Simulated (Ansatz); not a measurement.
# CdGeAs2 (I-42d) in Ansatz: reference runs

Aim: a first look at CdGeAs2 with PBEsol, on the cell as given and on a disturbed one.

All numbers are computed with Ansatz 0.2.0; they aren't measurements. Logs are shortened: lines on timing, memory, paths and dates and some standing lists are left out, and cuts for length are marked.

**What was measured.**

From a printed reference work, data compilation, original work of 1975, for a bulk crystal of CdGeAs2 at 300 K: band gap 0.57 eV (direct).

How close the calculation comes is told below.

### Step 1. The structure

It takes space group I-42d (No. 122, tetragonal). Conventional cell: a = 5.978 Å, b = 5.978 Å, c = 11.329 Å, α = 90.00°, β = 90.00°, γ = 90.00°. Around Cd (site symmetry -4) lie 4 As at 2.65 Å. As (site symmetry 2) is surrounded by 2 Ge at 2.45 Å and 2 Cd at 2.65 Å. Around Ge (site symmetry -4) lie 4 As at 2.45 Å.

The cell is a database's computed one.

### Step 2. Single point, PBEsol

input.yaml

```yaml
crystal:
  lattice:
    - [-2.9888745628, 2.9888745628, 5.6642966801]
    - [2.9888745628, -2.9888745628, 5.6642966801]
    - [2.9888745628, 2.9888745628, -5.6642966801]
  atoms:
    - { symbol: Cd, position: [0.5, 0.5, 0.0] }
    - { symbol: Cd, position: [0.25, 0.75, 0.5] }
    - { symbol: As, position: [0.09621757, 0.125, 0.47121757] }
    - { symbol: As, position: [0.375, 0.90378243, 0.02878243] }
    - { symbol: As, position: [0.65378243, 0.625, 0.52878243] }
    - { symbol: As, position: [0.875, 0.34621757, 0.97121757] }
    - { symbol: Ge, position: [0.75, 0.25, 0.5] }
    - { symbol: Ge, position: [0.0, 0.0, 0.0] }
hamiltonian:
  xc: pbesol
  pseudopotentials: { kind: paw }
kpoints:
  mp_grid: { grid: [6, 6, 6] }
scf:
  occupations: { method: fermi_dirac, width: 0.05 }
output:
  forces: true
  stress: true
  eigenvalues: true
```

Potentials or basis: Ansatz PAW.

Started as:

```sh
$ ansatz run input.yaml --threads 4 --pin off --max-ram 11264MiB --backend cpu --events-out ev --progress --plain --runs-dir out
```

What it wrote:

```text
Warning: RAYON_NUM_THREADS=4 ignored (pool sized by the plan → 4); use --threads N
Engine: ansatz 0.2.0, aarch64-unknown-linux-gnu
Pseudopotentials: kind: paw
Pseudopotential: Cd, paw, valence charge 20, recommended cutoff 420 eV (normal), Cd.paw.azcp
Pseudopotential: As, paw, valence charge 15, recommended cutoff 420 eV (normal), As.paw.azcp
Pseudopotential: Ge, paw, valence charge 14, recommended cutoff 420 eV (normal), Ge.paw.azcp
Functional definition: PBEsol
  exchange = pbesol_x
  correlation = pbesol_c
Crystal: 8 atoms, lattice volume = 202.405 Å³
Basis set: ecut = 420 eV, 3943 PW (Γ), exchange–correlation on 96×96×96 points (8 copies of the dense FFT grid, shifted against one another)
Bands: 77, of which v1, the nominal top of the filled ones, is band 64 counted from 1 (63 counted from 0)
Symmetry: 8 space group operations
Space group: I-42d (ITA 122), of the structure as read, at distance tolerance 5.9e-5 Å
k-points: 30 of 216 (time reversal used)
Non-local potential: Cd, projectors of the file, l = 0: 3, l = 1: 2, l = 2: 2, l = 3: 1
Non-local potential: As, projectors of the file, l = 0: 2, l = 1: 2, l = 2: 3, l = 3: 1
Non-local potential: Ge, projectors of the file, l = 0: 2, l = 1: 2, l = 2: 3, l = 3: 1
PAW form: soft (Blöchl's): semilocal exchange-correlation on the pseudo side does not see the compensation charge
PAW frozen core: Cd, regenerated for the run's functional, and the local potential with it (the file was generated under x = pbe(κ = 0.804, μ = 0.2195149727645171), c = pbe(β = 0.06672455060314922))
PAW frozen core: As, regenerated for the run's functional, and the local potential with it (the file was generated under x = pbe(κ = 0.804, μ = 0.2195149727645171), c = pbe(β = 0.06672455060314922))
PAW frozen core: Ge, regenerated for the run's functional, and the local potential with it (the file was generated under x = pbe(κ = 0.804, μ = 0.2195149727645171), c = pbe(β = 0.06672455060314922))
PAW one-centre angular grid: Cd, 590 points (default); XC on 64 Gauss nodes
PAW one-centre angular grid: As, 590 points (default); XC on 64 Gauss nodes
PAW one-centre angular grid: Ge, 590 points (default); XC on 64 Gauss nodes
Initial density: superposition of atomic densities (neutral atoms: chi_scale 0, normalization atom), corrected by the library's trained network
Initial wavefunctions: pseudopotential atomic-orbital guess
Functional: x = pbesol(κ = 0.804, μ = 0.12345679012345678), c = pbesol(β = 0.046)
SCF iter   1: F=—  HF=-44127.656205 eV  |F-HF|=—  |Δ(HF+E_count)|=         —  Δρ=3.65e-3  dr2=3.27e-2  ethr=1.77e-3  ⟨swp⟩=6.0  Hψ=7865  notcnv=0  defer=10
preconditioner: auto → Resta (q_TF=auto, 2.528 Å⁻¹)  ε∞=4.3  [insulator: Δε(μ)=0.198 eV  Ē_g=10.352 eV  σ=0.050 eV  W_gap=0.61  n_scr=60 (ndim 8)  ℏωp=18.8 eV  f_vac=0.125  D(μ)=0.11/eV (n_scr^D=0)  ε∞_Penn≈4.3]
SCF iter   2: F=—  HF=-44127.648418 eV  |F-HF|=—  |Δ(HF+E_count)|=   7.79e-3  Δρ=1.50e-3  dr2=7.06e-3  ethr=2.56e-5  ⟨swp⟩=3.0  Hψ=4835  notcnv=0  defer=42
SCF iter   3: F=—  HF=-44127.647206 eV  |F-HF|=—  |Δ(HF+E_count)|=   1.21e-3  Δρ=5.84e-4  dr2=1.25e-3  ethr=5.51e-6  ⟨swp⟩=2.0  Hψ=2429  notcnv=0  defer=11
automatic band count: iteration 3 solves 74 bands in place of 77: the levels show a gap, and the empty bands left out lie too high to hold charge; the band table lists the bands solved (type scf.n_extra_bands for more)
SCF iter   4: F=—  HF=-44127.647210 eV  |F-HF|=—  |Δ(HF+E_count)|=   4.41e-6  Δρ=1.72e-4  dr2=8.79e-5  ethr=9.78e-7  ⟨swp⟩=2.0  Hψ=2922  notcnv=0  defer=11
SCF iter   5: F=—  HF=-44127.647303 eV  |F-HF|=—  |Δ(HF+E_count)|=   9.27e-5  Δρ=7.83e-5  dr2=1.38e-5  ethr=6.86e-8  ⟨swp⟩=2.0  Hψ=3822  notcnv=0  defer=11
SCF iter   6: F=—  HF=-44127.647311 eV  |F-HF|=—  |Δ(HF+E_count)|=   8.59e-6  Δρ=2.33e-5  dr2=9.07e-7  ethr=1.07e-8  ⟨swp⟩=2.0  Hψ=4002  notcnv=0  defer=11
SCF iter   7: F=-44127.647312 eV  HF=-44127.647312 eV  |F-HF|=1.96e-8  |Δ(HF+E_count)|=   9.94e-7  Δρ=5.91e-6  dr2=5.59e-8  ethr=7.81e-11  ⟨swp⟩=5.7  Hψ=9089  notcnv=0
SCF 1 converged in 7 iterations: F = -44127.647312 eV  dr2 = 5.59e-8
SCF converged after 7 iterations
Free energy (F): -44127.647312 eV
Harris-Foulkes:  -44127.647312 eV  (|F-HF|=1.96e-8)
Internal energy: -44127.646196 eV  (E = F + TS)
E sigma→0 (E₀):  -44127.646754 eV
Entropy (-TS):   -0.001116 eV (-0.139 meV/atom)
Fermi energy:    8.417939 eV
--- Per-component energies (eV) ---
  E_band       = -2340.004544
  E_kinetic    = 1643.140616
  E_local      = -20042.373330  (includes V_loc(G=0)·N_el)
  E_nonlocal   = -1760.784103
  E_hartree    = 9743.256453
  E_xc         = -814.116200
  E_vxc        = -886.637981  (∫ρ·V_xc dr)
  E_paw        = -19157.014035  (= ΣΔE_a)
  E_vpaw       = -779.847800  (= ΣTr[D̂ρ^β])
  E_aug_tail   = 0.000627  (compensation charges beyond the density's cutoff)
  E_ewald      = -13746.141730
  E_core_change = 6.385507  (= ΣΔE_core)
  E_smearing   = -0.001116  (= −TS)
  E_closure    = 0.000000  (closes the sum)
  Σ components = -44127.647312   (vs F -44127.647312, Δ=0.00e0)
--- Forces (eV/Å), atoms counted from 1 ---
  atom   1  Cd    -0.00000000     0.00000000     0.00000000
  atom   2  Cd    -0.00000000    -0.00000000     0.00000000
  atom   3  As    -0.00000000     0.17756211    -0.00000000
  atom   4  As    -0.17756211     0.00000000    -0.00000000
  atom   5  As    -0.00000000    -0.17756211     0.00000000
  atom   6  As     0.17756211    -0.00000000    -0.00000000
  atom   7  Ge    -0.00000000    -0.00000000    -0.00000000
  atom   8  Ge    -0.00000000     0.00000000    -0.00000000
  max |Σ_I F_I| component: 4.86e-17 eV/Å
--- Stress (GPa, compression-positive) ---
       -0.757904      -0.000000       0.000000
        0.000000      -0.757904       0.000000
       -0.000000      -0.000000      -0.690028
  P = ⅓ Tr σ = -0.7353 GPa (-7.353 kbar)
--- Band table (eV; the first three rows and the last of 30) ---
  k-point 0: bands = ["-93.8068", "-93.8068", "-54.9133", "-54.9130", "-54.8865", "-54.8865", "-54.8864", "-54.8864", "-26.9649", "-26.9647", "-26.9647", "-26.9646", "-26.9645", "-26.9641", "-26.9634", "-26.9634", "-26.9020", "-26.9015", "-26.9013", "-26.9013", "-26.8730", "-26.8727", "-26.8720", "-26.8720", "-26.8589", "-26.8588", "-26.8588", "-26.8588", "-16.4929", "-16.4929", "-16.4924", "-16.4885", "-16.4853", "-16.4853", "-16.4687", "-16.4673", "-16.4659", "-16.4641", "-4.4917", "-2.3600", "-2.3600", "-2.3528", "-0.8621", "-0.0038", "0.0357", "0.0357", "0.1264", "0.1879", "0.1884", "0.2176", "0.4323", "0.4323", "0.4407", "1.7773", "4.2923", "4.3826", "4.3826", "4.7388", "5.2496", "6.2383", "6.2383", "8.0842", "8.2292", "8.2292", "8.4452", "9.6238", "10.0433", "11.2329", "11.2329", "11.6576", "12.1917", "12.8818", "13.1612", "13.1612"]
  k-point 1: bands = ["-93.8068", "-93.8068", "-54.9132", "-54.9130", "-54.8865", "-54.8865", "-54.8864", "-54.8864", "-26.9649", "-26.9648", "-26.9648", "-26.9646", "-26.9644", "-26.9640", "-26.9634", "-26.9634", "-26.9019", "-26.9015", "-26.9014", "-26.9014", "-26.8729", "-26.8727", "-26.8721", "-26.8721", "-26.8589", "-26.8588", "-26.8587", "-26.8587", "-16.4928", "-16.4927", "-16.4921", "-16.4884", "-16.4858", "-16.4856", "-16.4686", "-16.4673", "-16.4657", "-16.4642", "-4.3623", "-2.6271", "-2.4289", "-2.3652", "-0.6248", "-0.0436", "0.0138", "0.0342", "0.1365", "0.1449", "0.1843", "0.2082", "0.3440", "0.4496", "0.5238", "1.8673", "4.0987", "4.4712", "4.5258", "5.0798", "5.2459", "6.1915", "6.3293", "6.7081", "7.8296", "8.1237", "9.5057", "9.9207", "11.0629", "11.1180", "11.2210", "12.0887", "12.3914", "12.6242", "12.8667", "13.3249"]
  k-point 2: bands = ["-93.8068", "-93.8068", "-54.9132", "-54.9130", "-54.8865", "-54.8865", "-54.8864", "-54.8864", "-26.9649", "-26.9649", "-26.9647", "-26.9647", "-26.9641", "-26.9638", "-26.9636", "-26.9636", "-26.9018", "-26.9015", "-26.9015", "-26.9014", "-26.8726", "-26.8726", "-26.8723", "-26.8722", "-26.8590", "-26.8589", "-26.8587", "-26.8586", "-16.4926", "-16.4926", "-16.4909", "-16.4882", "-16.4870", "-16.4864", "-16.4682", "-16.4675", "-16.4654", "-16.4645", "-4.0212", "-3.1131", "-2.5304", "-2.4226", "-0.2126", "-0.1234", "0.0164", "0.0285", "0.1229", "0.1647", "0.1693", "0.1924", "0.2756", "0.3498", "0.7447", "1.6801", "3.6586", "4.4172", "4.4657", "5.4816", "5.7724", "6.2741", "6.7723", "6.8007", "7.3942", "7.8914", "9.7833", "9.8638", "10.6553", "11.0839", "12.1081", "12.1258", "12.3089", "12.8019", "13.4871", "13.5863"]
  k-point 29: bands = ["-93.8068", "-93.8068", "-54.9131", "-54.9131", "-54.8866", "-54.8866", "-54.8864", "-54.8864", "-26.9652", "-26.9652", "-26.9646", "-26.9646", "-26.9638", "-26.9638", "-26.9635", "-26.9635", "-26.9017", "-26.9017", "-26.9013", "-26.9013", "-26.8729", "-26.8729", "-26.8720", "-26.8720", "-26.8588", "-26.8588", "-26.8588", "-26.8588", "-16.4934", "-16.4934", "-16.4904", "-16.4904", "-16.4848", "-16.4848", "-16.4684", "-16.4684", "-16.4646", "-16.4646", "-3.7311", "-3.7311", "-2.3679", "-2.3679", "-0.1768", "-0.1768", "0.0934", "0.0934", "0.1411", "0.1411", "0.2104", "0.2104", "0.2945", "0.2945", "1.1732", "1.1732", "4.7114", "4.7114", "4.9834", "4.9834", "6.0774", "6.0774", "6.5160", "6.5160", "7.3797", "7.3797", "9.7162", "9.7162", "9.9330", "9.9330", "10.9953", "10.9953", "11.3679", "11.3679", "14.2091", "14.2091"]
```

Wall time 11 s (4 threads of Arm Neoverse V2, shared host); peak memory 0.81 GiB.

What came out:

```
Free energy            : -44127.6473 eV
Pressure               : -0.7 GPa
Largest force          : 0.178 eV/Å
Band gap on the k mesh : 0.19 eV, indirect (least direct gap 0.22 eV)
```

Forces on the atoms (eV/Å):
```
Cd   0.000  0.000  0.000
Cd   0.000  0.000  0.000
As   0.000  0.178  0.000
As  -0.178  0.000  0.000
As   0.000 -0.178  0.000
As   0.178  0.000  0.000
Ge   0.000  0.000  0.000
Ge   0.000  0.000  0.000
```

Caveat: the PAW data sets come from PBE, with cores solved anew for the run's functional, which leaves a small shift of forces and pressure.

### Step 3. Single point, PBEsol (atoms moved at random, drawn with an rms of 0.05 Å)

input.yaml

```yaml
crystal:
  lattice:
    - [-2.9888745628, 2.9888745628, 5.6642966801]
    - [2.9888745628, -2.9888745628, 5.6642966801]
    - [2.9888745628, 2.9888745628, -5.6642966801]
  atoms:
    - { symbol: Cd, position: [0.503806, 0.50861, 0.007149] }
    - { symbol: Cd, position: [0.254722, 0.742921, 0.502742] }
    - { symbol: As, position: [0.092009, 0.120391, 0.461231] }
    - { symbol: As, position: [0.368353, 0.902184, 0.022332] }
    - { symbol: As, position: [0.653971, 0.630623, 0.535991] }
    - { symbol: As, position: [0.878125, 0.345515, 0.965683] }
    - { symbol: Ge, position: [0.746671, 0.249836, 0.500498] }
    - { symbol: Ge, position: [5.3e-05, 0.003156, 0.00042] }
hamiltonian:
  xc: pbesol
  pseudopotentials: { kind: paw }
kpoints:
  mp_grid: { grid: [6, 6, 6] }
scf:
  occupations: { method: fermi_dirac, width: 0.05 }
output:
  forces: true
  stress: true
  eigenvalues: true
```

Potentials or basis: Ansatz PAW.

Started as:

```sh
$ ansatz run input.yaml --threads 4 --pin off --max-ram 11264MiB --backend cpu --events-out ev --progress --plain --runs-dir out
```

Wall time 41 s (4 threads of Arm Neoverse V2, shared host); peak memory 1.4 GiB.

It converged, with:

```yaml
Free_energy: -44127.5745 eV
Pressure: -0.6 GPa
Largest_force: 0.679 eV/Å
Band_gap_on_the_k_mesh: 0.17 eV, indirect (least direct gap 0.19 eV)
```

Forces in eV/Å, atoms in the order of the input:
```
Cd  -0.231  0.025 -0.197
Cd   0.156 -0.318  0.172
As   0.341  0.505 -0.160
As  -0.019  0.228  0.096
As  -0.366 -0.161  0.106
As   0.533  0.105 -0.408
Ge  -0.375 -0.254  0.476
Ge  -0.038 -0.129 -0.086
```

Stress tensor (GPa, compression positive):
```
-0.59  0.30 -0.53
 0.30 -0.53 -0.34
-0.53 -0.34 -0.60
```

Levels at points of the mesh, in eV from the valence-band top:
| k point | band 60 | band 61 | band 62 | band 63 | band 64 | band 65 | band 66 | band 67 | band 68 | band 69 |
| --- | --- | --- | --- | --- | --- | --- | --- | --- | --- | --- |
| (0.00, 0.00, 0.00) | -2.01 | -1.99 | -0.18 | -0.07 | -0.02 | 0.17 | 1.36 | 1.78 | 2.91 | 3.00 |
| (0.00, 0.00, -0.50) | -1.64 | -1.08 | -0.87 | -0.49 | -0.45 | 0.68 | 0.77 | 2.47 | 2.51 | 3.86 |
| (0.00, -0.50, 0.00) | -2.50 | -2.04 | -1.44 | -1.11 | -0.58 | 1.88 | 2.09 | 2.76 | 3.41 | 3.85 |
| (0.00, -0.50, -0.50) | -2.56 | -1.98 | -1.42 | -1.11 | -0.56 | 1.83 | 2.02 | 2.73 | 3.48 | 3.88 |
| (-0.50, 0.00, 0.00) | -2.60 | -2.03 | -1.42 | -1.14 | -0.57 | 1.85 | 2.08 | 2.79 | 3.43 | 3.88 |
| (-0.50, 0.00, -0.50) | -2.48 | -1.92 | -1.47 | -1.14 | -0.52 | 1.77 | 2.14 | 2.65 | 3.43 | 3.89 |
| (-0.50, -0.50, 0.00) | -1.68 | -0.98 | -0.93 | -0.54 | -0.42 | 0.70 | 0.81 | 2.45 | 2.57 | 3.75 |
| (-0.50, -0.50, -0.50) | -2.16 | -1.84 | -1.68 | -0.93 | -0.79 | 1.43 | 1.52 | 1.57 | 1.79 | 2.70 |

Caveat: the PAW data sets come from PBE, with cores solved anew for the run's functional, which leaves a small shift of forces and pressure.

### Step 4. How close it comes

Step 2. Measured gap of CdGeAs2: 0.57 eV (direct; 300 K; a printed reference work, data compilation, original work of 1975). This calculation gives 0.19 eV (-0.38 eV). Spin-orbit coupling on As, Cd, Ge is left out. The value is that of PBEsol on a finite k mesh, which can miss the band edges, without temperature or zero-point motion. Semilocal functionals fall short of measured gaps as a rule. The cell is a database's relaxed one, not the measured one, which moves gaps too.
